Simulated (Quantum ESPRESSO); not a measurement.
SnSe2:

```
CELL_PARAMETERS angstrom
3.81100 0.00000 0.00000
-1.90550 3.30042 0.00000
0.00000 0.00000 6.13600
ATOMIC_POSITIONS crystal
Sn 0.00000 0.00000 0.00000
Se 0.66667 0.33333 0.75100
Se 0.33333 0.66667 0.24900
```

Base run:

```yaml
Program: Quantum ESPRESSO 7.5
Functional: PBEsol
Potentials_or_basis: GBRV 1.5 PBEsol
Cutoff: 925 eV
Density_cutoff: 7401 eV
k_mesh: 8 × 8 × 5
Occupations: fermi-dirac, width 0.05 eV
Spin: no spin polarisation
```

Its results: band gap on the k mesh 0.73 eV, indirect (least direct gap 0.99 eV); pressure 2.5 GPa; largest force 0.609 eV/Å.

The run is repeated on the same cell with these changes: functional from PBEsol to LDA; potentials or basis from GBRV 1.5 PBEsol to GBRV 1.5 LDA. What comes out?

Band gap on the k mesh 0.66 eV, indirect (least direct gap 0.86 eV); pressure 0.8 GPa; largest force 0.496 eV/Å.

Caveats: spin-orbit coupling is left out, which moves the levels of the heavy elements; an odd mesh through Γ misses points on the zone boundary, where band edges often lie (some runs); this functional lacks dispersion, which binds the layers, so the pressure and a relaxed spacing across them are unreliable (some runs); some levels on the path didn't converge (some runs).
